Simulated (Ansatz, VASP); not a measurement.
# InAs: VASP beside Ansatz

Contents of POSCAR:

```
InAs
1.0
    0.0000000000      2.8414336054      2.8414336054
    2.8414336054      0.0000000000      2.8414336054
    2.8414336054      2.8414336054      0.0000000000
In As
1 1
Direct
    0.0000000000      0.0000000000      0.0000000000
    0.5000000000      0.5000000000      0.5000000000
```

The input INCAR.step1:

```
SYSTEM = InAs
ALGO = Normal
EDIFF = 1E-5
ENCUT = 520
GGA = PE
ISIF = 2
ISMEAR = -1
LASPH = .True.
LCHARG = .False.
LREAL = .False.
LWAVE = .True.
NBANDS = 16
NELM = 100
PREC = Accurate
SIGMA = 0.02
```

Contents of INCAR.step2:

```
SYSTEM = InAs
ALGO = Normal
EDIFF = 1E-7
ENCUT = 520
GGA = PE
HFSCREEN = 0.2079
ISIF = 2
ISMEAR = -1
ISTART = 1
LASPH = .True.
LCHARG = .False.
LHFCALC = .True.
LREAL = .False.
LWAVE = .False.
NBANDS = 16
NELM = 100
PREC = Accurate
PRECFOCK = Normal
SIGMA = 0.02
```

Contents of KPOINTS:

```
k-points
0
Gamma
  4 4 4
  0 0 0
```

Input for Ansatz:

```yaml
crystal:
  lattice:
    - [0.0, 2.8414336054, 2.8414336054]
    - [2.8414336054, 0.0, 2.8414336054]
    - [2.8414336054, 2.8414336054, 0.0]
  atoms:
    - { symbol: In, position: [0.0, 0.0, 0.0] }
    - { symbol: As, position: [0.5, 0.5, 0.5] }
kpoints:
  mp_grid: { grid: [4, 4, 4] }
hamiltonian:
  xc: hse06
scf:
  occupations: { method: fermi_dirac, width: 0.02 }
  n_extra_bands: 4
output:
  forces: true
  stress: true
  eigenvalues: true
  write_density: true
  write_potential: true
  elf: true
  volumetric_format: npy
```

The cell was built by a generator and needn't be a form met in nature.

Alike in both runs: task single point; functional HSE06; k mesh 4 × 4 × 4; occupations fermi-dirac, width 0.02 eV; no spin polarisation.

|  | VASP | Ansatz |
| --- | --- | --- |
| version | VASP 6.6.1 | Ansatz 0.2.0 |
| potentials or method | VASP PAW PBE potentials, release 64 (In_d, As) | plane waves, PAW |
| plane-wave cutoff (eV) | 520 | 420 |
| valence electrons in the cell | 18 | 28 |

Ansatz gave:

```
pressure (GPa) : 0.6
```

**Question.** Estimate VASP's values.

**Answer.** Pressure (GPa): 0.4.

The functional is the same, so the differences come from potentials, cutoffs and numerics. The two sets of potentials don't hold the same shells in valence. Ansatz warned: «filled_band_counts_differ_across_k_points».

Caveats: the k mesh is coarse (spacing up to 0.48 Å⁻¹), so the values aren't converged, least of all with exact exchange; the PAW data sets were made with another functional, which shifts forces and pressure a little (VASP).
